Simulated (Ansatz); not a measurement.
# InAs (F-43m) in Ansatz: further runs, part 2 of 3

Ansatz 0.2.0. The steps go on from the part before.

**3. Phonons, PBE**

The input, input.yaml:

```yaml
crystal:
  lattice:
    - [0.0, 3.018, 3.018]
    - [3.018, 0.0, 3.018]
    - [3.018, 3.018, 0.0]
  atoms:
    - { symbol: In, position: [0.0, 0.0, 0.0] }
    - { symbol: As, position: [0.75, 0.75, 0.75] }
kpoints:
  mp_grid: { grid: [6, 6, 6] }
scf:
  occupations: { method: fermi_dirac, width: 0.05 }
hamiltonian:
  xc: pbe
  pseudopotentials: { kind: all_electron, lapw: { basis_error: 0.001 } }
output: {}
phonons:
  method: fd
  supercell: [1, 1, 1]
```

Potentials or basis: all-electron LAPW, scalar-relativistic.

Started as:

```console
$ ansatz run input.yaml --threads 1 --pin off --max-ram 3072MiB --backend cpu --events-out ev --progress --plain --runs-dir out
```

The log of the run:

```text
Warning: RAYON_NUM_THREADS=1 ignored (pool sized by the plan → 1); use --threads N
LAPW: plane waves up to 8.952 Å⁻¹, error target 1.0e-3 eV per atom; small_component_spin mean_spin; As in spheres of 1.230 Å, 23 of its electrons in bands, Dirac shells []; In in spheres of 1.305 Å, 21 of its electrons in bands, Dirac shells [] (how accurate: hamiltonian.pseudopotentials.lapw.basis_error, Limitations)
Engine: ansatz 0.2.0, aarch64-unknown-linux-gnu
Pseudopotentials: kind: all_electron
Pseudopotential: In, LAPW, valence charge 21, lapw/all_electron/scalar/gaussian/In, Koelling and Harmon's equation, gaussian nucleus
Pseudopotential: As, LAPW, valence charge 23, lapw/all_electron/scalar/gaussian/As, Koelling and Harmon's equation, gaussian nucleus
Functional definition: PBE
  parameter kappa = 0.804
  parameter beta = 0.06672455060314922
  exchange = pbe_x(kappa = kappa, mu = beta*pi^2/3)
  correlation = pbe_c(beta = beta)
Crystal: 2 atoms, lattice volume = 54.978 Å³
Basis set: ecut = 305.30475510750017 eV, 645 PW (Γ), exchange–correlation at level 2
Bands: 27, of which v1, the nominal top of the filled ones, is band 22 counted from 1 (21 counted from 0)
Symmetry: 24 space group operations
k-points: 16 of 216 (time reversal used)
Non-local potential: In, projectors of the file, none
Non-local potential: As, projectors of the file, none
Initial density: superposition of atomic densities (chi_scale 0.1, normalization cell, long waves kept (reshape's long-wave potential 0.00 eV rms))
Initial wavefunctions: plane waves of lowest kinetic energy (no species holds an atomic orbital)
Functional: x = pbe(κ = 0.804, μ = 0.2195149727645171), c = pbe(β = 0.06672455060314922)
iter 1 solved again at ethr=2.08e-3 eV; its pass at ethr=1.00e-1 eV (dr2=9.16e-1 eV) is discarded
SCF iter   1: F=—  HF=-221570.589402 eV  |F-HF|=—  |Δ(HF+E_count)|=         —  Δρ=2.98e-2  dr2=9.18e-1  ethr=2.08e-3  ⟨swp⟩=2.0  Hψ=2723  notcnv=0
preconditioner: auto → none  [insulator: Δε(μ)=0.159 eV  Ē_g=15.128 eV  σ=0.050 eV  W_gap=0.62  n_scr=14 (ndim 8)  ℏωp=21.2 eV  f_vac=0.131  D(μ)=0.09/eV (n_scr^D=0)  ε∞_Penn≈3.0]
iter 2 solved again at ethr=1.03e-4 eV; its pass at ethr=2.08e-3 eV (dr2=4.51e-2 eV) is discarded
SCF iter   2: F=—  HF=-221570.330033 eV  |F-HF|=—  |Δ(HF+E_count)|=   2.59e-1  Δρ=9.55e-3  dr2=4.51e-2  ethr=1.03e-4  ⟨swp⟩=2.0  Hψ=2189  notcnv=0
SCF iter   3: F=—  HF=-221570.314298 eV  |F-HF|=—  |Δ(HF+E_count)|=         —  Δρ=4.82e-3  dr2=1.30e-2  ethr=1.02e-4  ⟨swp⟩=2.0  Hψ=1264  notcnv=0
the basis was enlarged: its passes take 125.0 KiB over the memory plan, 1 of 1 planned eigensolver slots
SCF iter   4: F=—  HF=-221570.314545 eV  |F-HF|=—  |Δ(HF+E_count)|=   2.47e-4  Δρ=1.88e-3  dr2=2.18e-3  ethr=2.96e-5  ⟨swp⟩=2.0  Hψ=1189  notcnv=0
SCF iter   5: F=—  HF=-221570.314433 eV  |F-HF|=—  |Δ(HF+E_count)|=   1.12e-4  Δρ=3.68e-4  dr2=9.35e-5  ethr=4.94e-6  ⟨swp⟩=2.0  Hψ=1199  notcnv=0
SCF iter   6: F=—  HF=-221570.314470 eV  |F-HF|=—  |Δ(HF+E_count)|=   3.76e-5  Δρ=6.43e-5  dr2=1.99e-6  ethr=2.12e-7  ⟨swp⟩=3.0  Hψ=1224  notcnv=0
SCF iter   7: F=—  HF=-221570.314474 eV  |F-HF|=—  |Δ(HF+E_count)|=   3.92e-6  Δρ=1.05e-5  dr2=6.51e-8  ethr=4.52e-9  ⟨swp⟩=3.0  Hψ=1250  notcnv=0
SCF iter   8: F=—  HF=-221570.314474 eV  |F-HF|=—  |Δ(HF+E_count)|=   1.74e-7  Δρ=1.86e-6  dr2=2.20e-9  ethr=1.48e-10  ⟨swp⟩=3.0  Hψ=1250  notcnv=0
SCF iter   9: F=-221570.314474 eV  HF=-221570.314474 eV  |F-HF|=2.91e-11  |Δ(HF+E_count)|=   6.69e-9  Δρ=1.43e-7  dr2=9.77e-12  ethr=5.00e-12  ⟨swp⟩=3.0  Hψ=1250  notcnv=0
SCF 1 converged in 9 iterations: F = -221570.314474 eV  dr2 = 9.77e-12
Symmetry: 4 space group operations
k-points: 46 of 216 (time reversal used)
Initial density: handed on by an earlier stage of this run
Initial wavefunctions: plane waves of lowest kinetic energy (no species holds an atomic orbital; no wavefunctions were taken with the density)
iter 1 solved again at ethr=1.34e-7 eV; its pass at ethr=1.00e-1 eV (dr2=5.88e-5 eV) is discarded
SCF iter   1: F=—  HF=-221570.314087 eV  |F-HF|=—  |Δ(HF+E_count)|=         —  Δρ=2.74e-4  dr2=4.27e-5  ethr=1.34e-7  ⟨swp⟩=5.2  Hψ=10455  notcnv=0
preconditioner: auto → none  [insulator: Δε(μ)=0.937 eV  Ē_g=15.521 eV  σ=0.050 eV  W_gap=0.58  n_scr=14 (ndim 8)  ℏωp=21.2 eV  f_vac=0.202  D(μ)=0.12/eV (n_scr^D=0)  ε∞_Penn≈2.9]
SCF iter   2: F=—  HF=-221570.314081 eV  |F-HF|=—  |Δ(HF+E_count)|=   5.17e-6  Δρ=1.07e-4  dr2=4.67e-6  ethr=9.70e-8  ⟨swp⟩=2.0  Hψ=3407  notcnv=0
iter 3 solved again at ethr=1.03e-9 eV; its pass at ethr=1.06e-8 eV (dr2=4.55e-7 eV) is discarded
SCF iter   3: F=—  HF=-221570.314083 eV  |F-HF|=—  |Δ(HF+E_count)|=   2.02e-6  Δρ=3.34e-5  dr2=4.54e-7  ethr=1.03e-9  ⟨swp⟩=2.0  Hψ=5936  notcnv=0
SCF iter   4: F=—  HF=-221570.314084 eV  |F-HF|=—  |Δ(HF+E_count)|=   3.17e-7  Δρ=3.62e-6  dr2=6.57e-9  ethr=1.03e-9  ⟨swp⟩=3.0  Hψ=3514  notcnv=0
SCF iter   5: F=-221570.314084 eV  HF=-221570.314084 eV  |F-HF|=1.16e-10  |Δ(HF+E_count)|=   8.67e-9  Δρ=8.23e-7  dr2=3.55e-10  ethr=1.49e-11  ⟨swp⟩=3.0  Hψ=3590  notcnv=0
SCF 2 converged in 5 iterations: F = -221570.314084 eV  dr2 = 3.55e-10
iter 1 solved again at ethr=3.92e-7 eV; its pass at ethr=1.00e-1 eV (dr2=1.72e-4 eV) is discarded
SCF iter   1: F=—  HF=-221570.314132 eV  |F-HF|=—  |Δ(HF+E_count)|=         —  Δρ=4.09e-4  dr2=1.60e-4  ethr=3.92e-7  ⟨swp⟩=4.8  Hψ=10241  notcnv=0
preconditioner: auto → none  [insulator: Δε(μ)=0.936 eV  Ē_g=15.521 eV  σ=0.050 eV  W_gap=0.58  n_scr=14 (ndim 8)  ℏωp=21.2 eV  f_vac=0.204  D(μ)=0.12/eV (n_scr^D=0)  ε∞_Penn≈2.9]
iter 2 solved again at ethr=1.94e-8 eV; its pass at ethr=3.64e-7 eV (dr2=8.52e-6 eV) is discarded
SCF iter   2: F=—  HF=-221570.314083 eV  |F-HF|=—  |Δ(HF+E_count)|=   4.94e-5  Δρ=1.37e-4  dr2=8.50e-6  ethr=1.94e-8  ⟨swp⟩=2.0  Hψ=5937  notcnv=0
SCF iter   3: F=—  HF=-221570.314083 eV  |F-HF|=—  |Δ(HF+E_count)|=   5.04e-7  Δρ=5.07e-5  dr2=1.06e-6  ethr=1.93e-8  ⟨swp⟩=2.0  Hψ=3405  notcnv=0
SCF iter   4: F=—  HF=-221570.314084 eV  |F-HF|=—  |Δ(HF+E_count)|=   3.81e-7  Δρ=4.84e-6  dr2=1.60e-8  ethr=2.41e-9  ⟨swp⟩=2.0  Hψ=3405  notcnv=0
SCF iter   5: F=—  HF=-221570.314084 eV  |F-HF|=—  |Δ(HF+E_count)|=  8.15e-10  Δρ=1.69e-6  dr2=1.25e-9  ethr=3.63e-11  ⟨swp⟩=3.0  Hψ=3552  notcnv=0
SCF iter   6: F=-221570.314084 eV  HF=-221570.314084 eV  |F-HF|=5.82e-11  |Δ(HF+E_count)|=   1.66e-9  Δρ=2.86e-7  dr2=4.81e-11  ethr=3.11e-12 (applied; sched 2.85e-12)  ⟨swp⟩=3.0  Hψ=3577  notcnv=0
SCF 3 converged in 6 iterations: F = -221570.314084 eV  dr2 = 4.81e-11
SCF converged after 9 iterations
Free energy (F): -221570.314474 eV
Harris-Foulkes:  -221570.314474 eV  (|F-HF|=2.91e-11)
Internal energy: -221570.313509 eV  (E = F + TS)
E sigma→0 (E₀):  -221570.313991 eV
Entropy (-TS):   -0.000966 eV (-0.483 meV/atom)
Fermi energy:    9.787046 eV
--- Per-component energies (eV) ---
  E_band       = -1912.107851
  E_kinetic    = 230887.893086
  E_xc         = -6636.113825
  E_electrostatic = -445822.092769  (all electrons and nuclei)
  E_smearing   = -0.000966  (= −TS)
  E_closure    = 0.000000  (closes the sum)
  E_atoms      = -221562.685075  (free atoms, spherical and without spin; not in F)
  Σ components = -221570.314474   (vs F -221570.314474, Δ=0.00e0)
  Basis errors (estimates in eV, not in F): energy 4.3e-4 per atom: plane waves 3.9e-4 (2.3e-4 summed), levels above the bands 2.2e-75, relativity 3.0e-8, radial functions 3.5e-5, core shells 1.0e-6; eigenvalues (radial functions only) 4.6e-7; not estimated: angular momenta, meshes, grids; target (lapw.basis_error) 1.0e-3; muffin-tin radii As 1.230 Å, In 1.305 Å
--- Forces (eV/Å), atoms counted from 1 ---
  atom   1  In     0.00000000    -0.00000000    -0.00000000
  atom   2  As    -0.00000000     0.00000000    -0.00000000
  max |Σ_I F_I| component: 1.39e-17 eV/Å
--- Band table (eV; the first three rows and the last of 16) ---
  k-point 0: bands = ["-174.8089", "-118.1807", "-118.1807", "-118.1807", "-105.4609", "-63.9470", "-63.9470", "-63.9470", "-25.2266", "-25.2266", "-25.2266", "-25.2188", "-25.2188", "-4.6574", "-4.6574", "-4.6574", "-4.5299", "-4.5299", "-2.1479", "9.5792", "9.7501", "9.7501", "9.7501", "13.6670", "13.6670", "13.6670", "17.2896"]
  k-point 1: bands = ["-174.8089", "-118.1807", "-118.1807", "-118.1807", "-105.4609", "-63.9470", "-63.9470", "-63.9470", "-25.2267", "-25.2266", "-25.2266", "-25.2187", "-25.2187", "-4.6920", "-4.6474", "-4.6474", "-4.5299", "-4.5299", "-1.8628", "7.2460", "9.4345", "9.4345", "11.0142", "14.0810", "14.1137", "14.1137", "18.3605"]
  k-point 2: bands = ["-174.8089", "-118.1807", "-118.1807", "-118.1807", "-105.4609", "-63.9471", "-63.9470", "-63.9470", "-25.2267", "-25.2265", "-25.2265", "-25.2186", "-25.2186", "-4.7547", "-4.6311", "-4.6311", "-4.5261", "-4.5261", "-1.1537", "5.0011", "8.9526", "8.9526", "10.8750", "14.4783", "14.4783", "15.9194", "17.9249"]
  k-point 15: bands = ["-174.8089", "-118.1807", "-118.1807", "-118.1807", "-105.4609", "-63.9471", "-63.9471", "-63.9471", "-25.2269", "-25.2264", "-25.2261", "-25.2188", "-25.2184", "-4.8263", "-4.5974", "-4.5809", "-4.5519", "-4.5167", "-0.0773", "3.9993", "6.9246", "6.9802", "12.8409", "13.2050", "16.2109", "16.7595", "19.5652"]
--- Phonons: 2 displaced members + reference (amplitude 0.01 Å, Σ member SCF iterations 11) ---
  symmetry images taken by strict's conditions (phonons.symmetry_images: auto; settled by no image being taken that strict refuses)
  ASR residual: 7.087e-4 → 0.000e0 eV/Å²; symmetrization residual: 6.576e-4 eV/Å²
  largest component of a force at the reference: 5.1e-17 eV/Å
  ASR residual per site (eV/Å²): 7.09e-4 3.14e-4
  Γ frequencies (cm⁻¹): 0.00 0.00 0.00 216.50 216.50 216.50
  density of states and harmonic sums: on the 18×18×18 q-mesh, interpolated from the force constants of a 1×1×1 supercell (no non-analytic term)
  largest difference from the sums on the solved wave vectors: F 5.33e-1 eV, S 7.91e-4 and C_V 2.58e-4 eV/K
  zero-point energy: 0.054484 eV/cell   skipped modes (ω ≤ 0): 3   left out of the sums: 8.57e-5 of the cell's modes: C_V's classical limit lies that fraction below 3 k_B per atom; for a crystal, a wire or a layer, F and S can be off by more, and a phonons.interpolated_qmesh denser along its periods is the remedy for the sampling
```

phdos.tsv:

```text
# omega_inv_cm	omega_thz	g_bin_mean(omega)[modes/inv_cm]
# format = ansatz-phdos/2
# interpolated_qmesh = 18 18 18
# force_constants_supercell = 1 1 1
# lo_to_splitting: not included (the non-analytic LO-TO correction is not applied to the interpolated dynamical matrix; polar crystals: no LO-TO splitting at GAMMA, and LO and other optical branches, acoustic branches and sound speeds, and with them the density of states and the thermodynamics, can be off between the wave vectors that the force constants were sampled on, most near GAMMA; a larger extent of the force constants narrows that region and is not shown to mend the acoustic slopes)
# g_bin_mean(omega): the modes in a bin one row spacing wide, centred on omega, divided by that spacing. A flat band (one whose frequency is the same at every q-point) is counted whole in the row whose bin holds it (on the edge of two bins, in the lower row). The modes of the run's own cell are the sum of g_bin_mean times the row spacing in inv_cm (a plain sum, not the trapezoid rule); for a one-atom cell on a GAMMA-only q-mesh every row is zero, so that sum is 0, not 3
0.000000	0.000000	1.026618e-8
0.432996	0.012981	2.669206e-7
0.865991	0.025962	1.006085e-6
1.298987	0.038943	2.238027e-6
1.731983	0.051924	3.962744e-6
2.164978	0.064904	6.180239e-6
[... 493 lines left out ...]
216.064848	6.477461	4.419777e-3
216.497844	6.490442	1.766261e-4
```

Wall time 57 s (1 thread of Arm Neoverse V1, shared host); peak memory 0.38 GiB.

What came out:

```yaml
Free_energy: -221570.3145 eV
Band_gap_on_the_k_mesh: none (metal or under the smearing width)
Highest_phonon_frequency_at_Γ: 216 cm⁻¹
```

Phonon frequencies in cm⁻¹ (negative: imaginary):
```tsv
q point	frequencies
(0.000, 0.000, 0.000)	0 0 0 216 216 216
```

Caveat: the k mesh is thin for a metal, which can move the energy by tens of meV per atom; a metal's response needs a denser mesh; this crystal is a semiconductor, whose small gap the functional closes, so the metal is an error of the method.

[end of part 2 of 3]
